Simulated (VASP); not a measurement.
# Al (Fm-3m) in VASP: a series of runs

The runs below take Al through single point, with PBE.

Program: VASP 6.6.1. These are calculated values, not measurements. Logs are shortened: lines on timing, memory, paths and dates and some standing lists are left out, and cuts for length are marked.

**1. The undisturbed crystal**

It takes space group Fm-3m (No. 225, cubic). Conventional cell: a = 4.050 Å, b = 4.050 Å, c = 4.050 Å, α = 90.00°, β = 90.00°, γ = 90.00°. Al (site symmetry m-3m) is surrounded by 12 Al at 2.86 Å.

**2. Single point, PBE (grid = ENCUT=400 dk=0.35 cell=4x4x4 ISMEAR=1 SIGMA=0.1 LREAL=Auto EDIFF=1e-06)**

File INCAR:

```
ALGO = Fast
EDIFF = 1E-6
ENCUT = 400
GGA = PE
ISIF = 2
ISMEAR = 1
LASPH = T
LCHARG = F
LREAL = Auto
LWAVE = F
NBANDS = 159
NELM = 120
PREC = Accurate
SIGMA = 0.1
```

File KPOINTS:

```
k-points
0
Gamma
  2 2 2
```

File POSCAR:

```
Al
1.0
    0.0000000000      8.0992200000      8.0992200000
    8.0992200000      0.0000000000      8.0992200000
    8.0992200000      8.0992200000      0.0000000000
Al
64
Direct
    0.0000000000      0.0000000000      0.0000000000
    0.0000000000      0.0000000000      0.2500000000
    0.0000000000      0.0000000000      0.5000000000
    0.0000000000      0.0000000000      0.7500000000
    0.0000000000      0.2500000000      0.0000000000
    0.0000000000      0.2500000000      0.2500000000
    0.0000000000      0.2500000000      0.5000000000
    0.0000000000      0.2500000000      0.7500000000
    0.0000000000      0.5000000000      0.0000000000
    0.0000000000      0.5000000000      0.2500000000
    0.0000000000      0.5000000000      0.5000000000
    0.0000000000      0.5000000000      0.7500000000
    0.0000000000      0.7500000000      0.0000000000
    0.0000000000      0.7500000000      0.2500000000
    0.0000000000      0.7500000000      0.5000000000
    0.0000000000      0.7500000000      0.7500000000
    0.2500000000      0.0000000000      0.0000000000
    0.2500000000      0.0000000000      0.2500000000
    0.2500000000      0.0000000000      0.5000000000
    0.2500000000      0.0000000000      0.7500000000
    0.2500000000      0.2500000000      0.0000000000
    0.2500000000      0.2500000000      0.2500000000
    0.2500000000      0.2500000000      0.5000000000
    0.2500000000      0.2500000000      0.7500000000
    0.2500000000      0.5000000000      0.0000000000
    0.2500000000      0.5000000000      0.2500000000
    0.2500000000      0.5000000000      0.5000000000
    0.2500000000      0.5000000000      0.7500000000
    0.2500000000      0.7500000000      0.0000000000
    0.2500000000      0.7500000000      0.2500000000
    0.2500000000      0.7500000000      0.5000000000
    0.2500000000      0.7500000000      0.7500000000
    0.5000000000      0.0000000000      0.0000000000
    0.5000000000      0.0000000000      0.2500000000
    0.5000000000      0.0000000000      0.5000000000
    0.5000000000      0.0000000000      0.7500000000
    0.5000000000      0.2500000000      0.0000000000
    0.5000000000      0.2500000000      0.2500000000
    0.5000000000      0.2500000000      0.5000000000
    0.5000000000      0.2500000000      0.7500000000
    0.5000000000      0.5000000000      0.0000000000
    0.5000000000      0.5000000000      0.2500000000
    0.5000000000      0.5000000000      0.5000000000
    0.5000000000      0.5000000000      0.7500000000
    0.5000000000      0.7500000000      0.0000000000
    0.5000000000      0.7500000000      0.2500000000
    0.5000000000      0.7500000000      0.5000000000
    0.5000000000      0.7500000000      0.7500000000
    0.7500000000      0.0000000000      0.0000000000
    0.7500000000      0.0000000000      0.2500000000
    0.7500000000      0.0000000000      0.5000000000
    0.7500000000      0.0000000000      0.7500000000
    0.7500000000      0.2500000000      0.0000000000
    0.7500000000      0.2500000000      0.2500000000
    0.7500000000      0.2500000000      0.5000000000
    0.7500000000      0.2500000000      0.7500000000
    0.7500000000      0.5000000000      0.0000000000
    0.7500000000      0.5000000000      0.2500000000
    0.7500000000      0.5000000000      0.5000000000
    0.7500000000      0.5000000000      0.7500000000
    0.7500000000      0.7500000000      0.0000000000
    0.7500000000      0.7500000000      0.2500000000
    0.7500000000      0.7500000000      0.5000000000
    0.7500000000      0.7500000000      0.7500000000
```

Potentials or basis: VASP PAW PBE potentials, release 64 (Al).

Started as:

```sh
> cat potpaw_PBE.64/Al/POTCAR > POTCAR
> mpirun -np 1 vasp_std > vasp.out
```

OUTCAR:

```text
EDIFF = 1E-6
   ENCUT = 400
   GGA = PE
   ISIF = 2
   ISMEAR = 1
   LASPH = T
   LREAL = Auto
   NELM = 120
   PREC = Accurate

 Found      3 irreducible k-points:

 Following reciprocal coordinates:
            Coordinates               Weight
  0.000000  0.000000  0.000000      1.000000
  0.500000  0.000000  0.000000      4.000000
  0.500000  0.500000  0.000000      3.000000
   k-points           NKPTS =      3   k-points in BZ     NKDIM =      3   number of bands    NBANDS=    159
   number of dos      NEDOS =    301   number of ions     NIONS =     64
   total plane-waves  NPLWV = 512000
   dimension x,y,z NGX =    80 NGY =   80 NGZ =   80
   dimension x,y,z NGXF=   160 NGYF=  160 NGZF=  160
   ions per type =              64
   NGX,Y,Z   is equivalent  to a cutoff of  11.61, 11.61, 11.61 a.u.
   NGXF,Y,Z  is equivalent  to a cutoff of  23.22, 23.22, 23.22 a.u.
 SYSTEM =  unknown system
   PREC   = accura    normal or accurate (medium, high low for compatibility)
   ISTART =      0    job   : 0-new  1-cont  2-samecut
   ICHARG =      2    charge: 1-file 2-atom 10-const
   ISPIN  =      1    spin polarized calculation?
   LNONCOLLINEAR =      F non collinear calculations
   LSORBIT =      F    spin-orbit coupling
   LASPH  =      T    aspherical Exc in radial PAW
   ENCUT  =  400.0 eV  29.40 Ry    5.42 a.u.  18.68 18.68 18.68*2*pi/ulx,y,z
   NELM   =    120;   NELMIN=  2; NELMDL= -5     # of ELM steps
   EDIFF  = 0.1E-05   stopping-criterion for ELM
   LREAL  =      T    real-space projection
   EDIFFG = 0.1E-04   stopping-criterion for IOM
   NSW    =      0    number of steps for IOM
[... 5 lines left out ...]
   TEBEG  =    0.0;   TEEND  =   0.0 temperature during run
   PSTRESS=    0.0 pullay stress
   NELECT =     192.0000    total number of electrons
   NUPDOWN=      -1.0000    fix difference up-down
   EMIN   =  10.00;   EMAX   =-10.00  energy-range for DOS
   EFERMI =   0.00;   METHOD = LEGACY
   ISMEAR =     1;   SIGMA  =   0.10  broadening in eV -4-tet -1-fermi 0-gaus
   EFERMI_NEDOS =   21; number of points for ismear=-14 and -15
   IALGO  =     68    algorithm
   IMIX   =      4    mixing-type and parameters
     AMIX     =   0.40;   BMIX     =  1.00
     AMIX_MAG =   1.60;   BMIX_MAG =  1.00
  volume/ion in A,a.u.               =      16.60       112.04
  Fermi-wavevector in a.u.,A,eV,Ry     =   0.925526  1.748991 11.654733  0.856599
  Thomas-Fermi vector in A             =   2.051390
   LORBIT       =      0    0 simple, 1 ext, 2 COOP (PROOUT), +10 PAW based schemes
   GGA     = PE    functional components
   LHFCALC =     F    Hartree Fock is set to
   AEXX    =    0.0000 exact exchange contribution
   IVDW    =     0    specifies the selected vdW correction
   LEPSILON=     F    determine dielectric tensor
   LRPA    =     F    only Hartree local field effects (RPA)
 non-spin polarized calculation
 RMM-DIIS sequential band-by-band and
 Methfessel and Paxton  Order N= 1 SIGMA  =   0.10
  energy-cutoff  :      400.00
  volume of cell :     1062.57
 maximum number of plane-waves:     19339
 NGX is ok and might be reduce to    80
   NGX = 37   NGY = 37   NGZ = 37

 number of electron     192.0000004 magnetization

 Free energy of the ion-electron system (eV)
  ---------------------------------------------------
  ext. energy  EPLUGINS =         0.00000000
  ---------------------------------------------------
  free energy    TOTEN  =      -239.32796613 eV

  energy without entropy =     -239.25822677  energy(sigma->0) =     -239.30471967

 E-fermi :   8.0260     XC(G=0): -10.1728

 val. band max:        7.6184309058   @ k =   0.5000   0.5000   0.0000
 cond. band min:       8.0728503136   @ k =   0.5000   0.0000   0.0000
 fundamental gap:      0.4544194078
 Fermi energy:         8.0259634122

 k-point     1 :       0.0000    0.0000    0.0000
  band No.  band energies     occupation
      1      -3.1546      2.00000
      2      -1.4718      2.00000
      3      -1.4718      2.00000
      4      -1.4718      2.00000
      5      -1.4718      2.00000
      6      -1.4718      2.00000
[... 100 lines left out ...]
    107       8.1164     -0.02431
    108       9.0108     -0.00000

 k-point     2 :       0.5000    0.0000    0.0000
  band No.  band energies     occupation
      1      -2.7320      2.00000
      2      -2.7320      2.00000
      3      -1.6113      2.00000
      4      -1.6113      2.00000
      5      -1.6113      2.00000
      6      -1.6113      2.00000
[... 100 lines left out ...]
    107       8.3079     -0.00049
    108       8.3079     -0.00049

 k-point     3 :       0.5000    0.5000    0.0000
  band No.  band energies     occupation
      1      -2.5914      2.00000
      2      -2.5914      2.00000
      3      -2.0305      2.00000
      4      -2.0305      2.00000
      5      -2.0305      2.00000
      6      -2.0305      2.00000
[... 100 lines left out ...]
    107       8.7682     -0.00000
    108       8.7682     -0.00000
 [bands above 108 left out]

------------------------ aborting loop because EDIFF is reached ----------------------------------------

  FORCE on cell =-STRESS in cart. coord.  units (eV):
  Direction    XX          YY          ZZ          XY          YZ          ZX
  --------------------------------------------------------------------------------------
  -------------------------------------------------------------------------------------
  Total       -2.9228272     -2.9228272     -2.9228272     -0.0000000      0.0000000     -0.0000000
  in kB       -4.4071125     -4.4071125     -4.4071125     -0.0000000      0.0000000     -0.0000000
  external PRESSURE =      -4.4071125 kB  Pullay stress =       0.0000000 kB

 VOLUME and BASIS-vectors are now :
 -----------------------------------------------------------------------------
  energy-cutoff  :      400.00
  volume of cell :     1062.57
      direct lattice vectors                 reciprocal lattice vectors
     0.000000000  8.099220000  8.099220000    -0.061734340  0.061734340  0.061734340
     8.099220000  0.000000000  8.099220000     0.061734340 -0.061734340  0.061734340
     8.099220000  8.099220000  0.000000000     0.061734340  0.061734340 -0.061734340

 POSITION                                       TOTAL-FORCE (eV/Angst)
 -----------------------------------------------------------------------------------
      0.00000      0.00000      0.00000        -0.000000      0.000000     -0.000000
      2.02481      2.02481      0.00000         0.000000     -0.000000     -0.000000
      4.04961      4.04961      0.00000         0.000000     -0.000000      0.000000
      6.07442      6.07442      0.00000        -0.000000      0.000000      0.000000
      2.02481      0.00000      2.02481         0.000000      0.000000      0.000000
      4.04961      2.02481      2.02481        -0.000000     -0.000000     -0.000000
[... 56 lines left out ...]
     10.12402     10.12402     12.14883        -0.000000      0.000000      0.000000
     12.14883     12.14883     12.14883         0.000000     -0.000000      0.000000
 -----------------------------------------------------------------------------------
    total drift:                                0.000000     -0.000000      0.000000

  FREE ENERGIE OF THE ION-ELECTRON SYSTEM (eV)
  ---------------------------------------------------
  free  energy   TOTEN  =      -239.3279661262 eV

  energy  without entropy=     -239.2582267722  energy(sigma->0) =     -239.30471967
```

It took 9.7 min on 1 thread of Intel Xeon Platinum 8488C (Sapphire Rapids), shared host; peak memory 0.96 GiB.

These settings aren't checked as converged: the numbers below hold their error.

Results:

* Free energy: -239.3280 eV
* Pressure: -0.4 GPa
* Band gap on the k mesh: none (metal or under the smearing width)

**3. Single point, PBE (grid = ENCUT=650 dk=0.27 cell=4x4x4 ISMEAR=1 SIGMA=0.1 LREAL=Auto EDIFF=1e-07)**

File INCAR:

```
SYSTEM = Al
ALGO = Fast ; EDIFF = 1E-7
ENCUT = 650 ; GGA = PE
ISIF = 2 ; ISMEAR = 1
KPAR = 2 ; LASPH = .True.
LCHARG = .False. ; LREAL = Auto
LWAVE = .False. ; NBANDS = 158
NCORE = 1 ; NELM = 120
PREC = Accurate ; SIGMA = 0.1
```

File KPOINTS:

```
k-points
0
Gamma
  3 3 3
  0 0 0
```

POSCAR, as its differences from that of step 2:

```diff
@@ -6,5 +6,4 @@
 Al
-64
+63
 Direct
-    0.0000000000      0.0000000000      0.0000000000
     0.0000000000      0.0000000000      0.2500000000
```

Potentials or basis: VASP PAW PBE potentials, release 64 (Al).

Started as:

```sh
> cat potpaw_PBE.64/Al/POTCAR > POTCAR
> mpirun -np 4 vasp_std > vasp.out
```

It took 8.8 min on 4 MPI ranks of Intel Xeon Platinum 8488C (Sapphire Rapids), shared host; peak memory 1.1 GiB.

The run converged. Its results:

| Property | Result |
| --- | --- |
| Free energy | -235.4376 eV |
| Pressure | -0.5 GPa |
| Largest force | 0.179 eV/Å |
| Band gap on the k mesh | none (metal or under the smearing width) |

Forces on the atoms (eV/Å):
```
Al  -0.127 -0.127  0.000
Al   0.000  0.000  0.000
Al   0.127  0.127  0.000
Al  -0.127  0.000 -0.127
Al   0.032  0.010  0.010
Al  -0.010 -0.032  0.010
Al   0.000  0.127 -0.127
Al   0.000  0.000  0.000
Al  -0.010  0.010 -0.032
Al   0.000  0.000  0.000
Al   0.010 -0.010  0.032
Al   0.127  0.000  0.127
Al   0.000 -0.127  0.127
Al   0.010  0.032 -0.010
Al  -0.032 -0.010 -0.010
Al   0.000 -0.127 -0.127
Al   0.010  0.032  0.010
Al  -0.032 -0.010  0.010
Al   0.127  0.000 -0.127
Al   0.010  0.010  0.032
Al   0.000  0.000  0.000
Al  -0.010 -0.010  0.032
Al   0.000  0.000 -0.007
Al  -0.032  0.010 -0.010
Al  -0.010  0.032 -0.010
Al   0.000 -0.011 -0.011
Al   0.011  0.000 -0.011
Al   0.127 -0.127  0.000
Al   0.000 -0.007  0.000
Al   0.011 -0.011  0.000
Al   0.007  0.000  0.000
Al   0.000  0.000  0.000
Al   0.010 -0.010 -0.032
Al   0.000  0.000  0.000
Al  -0.010  0.010  0.032
Al   0.010 -0.032 -0.010
Al   0.032 -0.010 -0.010
Al  -0.011  0.000 -0.011
Al   0.000  0.011 -0.011
Al   0.000  0.000  0.000
Al  -0.011 -0.011  0.000
Al   0.000  0.000  0.000
Al   0.011  0.011  0.000
Al  -0.010  0.032  0.010
Al   0.000 -0.011  0.011
Al   0.011  0.000  0.011
Al  -0.032  0.010  0.010
Al   0.000  0.127  0.127
Al  -0.127  0.000  0.127
Al   0.032  0.010 -0.010
Al  -0.010 -0.032 -0.010
Al  -0.127  0.127  0.000
Al  -0.007  0.000  0.000
Al  -0.011  0.011  0.000
Al   0.000  0.007  0.000
Al   0.032 -0.010  0.010
Al  -0.011  0.000  0.011
Al   0.000  0.011  0.011
Al   0.010 -0.032  0.010
Al  -0.010 -0.010 -0.032
Al   0.000  0.000  0.007
Al   0.010  0.010 -0.032
Al   0.000  0.000  0.000
```

Levels at points of the mesh, in eV from the Fermi level:
```csv
k point,band 93,band 94,band 95,band 96,band 97,band 98
"(0.00, 0.00, 0.00)",-0.61,-0.61,-0.38,-0.38,-0.38,-0.11
```

**4. Single point, PBE (grid = ENCUT=400 dk=0.6 cell=4x4x4 ISMEAR=1 SIGMA=0.1 LREAL=Auto EDIFF=1e-06)**

INCAR, as its differences from that of step 3:

```diff
@@ -1,4 +1,4 @@
 SYSTEM = Al
-ALGO = Fast ; EDIFF = 1E-7
-ENCUT = 650 ; GGA = PE
+ALGO = Fast ; EDIFF = 1E-6
+ENCUT = 400 ; GGA = PE
 ISIF = 2 ; ISMEAR = 1
```

File KPOINTS:

```
k-points
0
Gamma
  2 2 2
  0 0 0
```

POSCAR is that of step 3.

Started as:

```sh
> cat potpaw_PBE.64/Al/POTCAR > POTCAR
> mpirun -np 4 vasp_std > vasp.out
```

Run time: 3.6 min. Hardware: 4 MPI ranks of Intel Xeon Platinum 8488C (Sapphire Rapids), shared host; peak memory 0.68 GiB.

These settings aren't checked as converged: the numbers below hold their error.

Results:

* Free energy: -234.9209 eV
* Pressure: -0.9 GPa
* Largest force: 0.214 eV/Å
* Band gap on the k mesh: none (metal or under the smearing width)

**5. Single point, PBE (grid = ENCUT=400 dk=0.9 cell=4x4x4 ISMEAR=1 SIGMA=0.1 LREAL=Auto EDIFF=1e-06)**

File INCAR:

```
SYSTEM = Al63Cu
ALGO = Fast
EDIFF = 1E-6
ENCUT = 400
GGA = PE
ISIF = 2
ISMEAR = 1
KPAR = 1
LASPH = .TRUE.
LCHARG = .FALSE.
LREAL = Auto
LWAVE = .FALSE.
NBANDS = 164
NCORE = 2
NELM = 120
PREC = Accurate
SIGMA = 0.1
```

File KPOINTS:

```
k-points
0
G
  1 1 1
  0 0 0
```

POSCAR, as its differences from that of step 4:

```diff
@@ -1,2 +1,2 @@
-Al
+Al63Cu
 1.0
@@ -5,5 +5,6 @@
     8.0992200000      8.0992200000      0.0000000000
-Al
-63
+Cu Al
+1 63
 Direct
+    0.0000000000      0.0000000000      0.0000000000
     0.0000000000      0.0000000000      0.2500000000
```

Potentials or basis: VASP PAW PBE potentials, release 64 (Cu, Al).

Started as:

```sh
> cat potpaw_PBE.64/Cu/POTCAR potpaw_PBE.64/Al/POTCAR > POTCAR
> mpirun -np 4 vasp_std > vasp.out
```

It took 3.2 min on 4 MPI ranks of Intel Xeon Platinum 8488C (Sapphire Rapids), shared host; peak memory 0.38 GiB.

The run converged, but some of its settings lie outside the range that counts as converged, so its numbers aren't taken as properties of the crystal.

Results:

```
Free energy            : -221.1202 eV
Pressure               : -0.2 GPa
Largest force          : 0.907 eV/Å
Band gap on the k mesh : 0.05 eV, direct
```

**6. The reference run**

An earlier run on the cell as given: functional PBE; potentials or basis VASP PAW PBE potentials, release 64 (Al); cutoff 520 eV; k mesh 11 × 11 × 11; occupations fermi-dirac, width 0.05 eV; no spin polarisation.

* Pressure: -0.5 GPa
* Band gap on the k mesh: none (metal or under the smearing width)
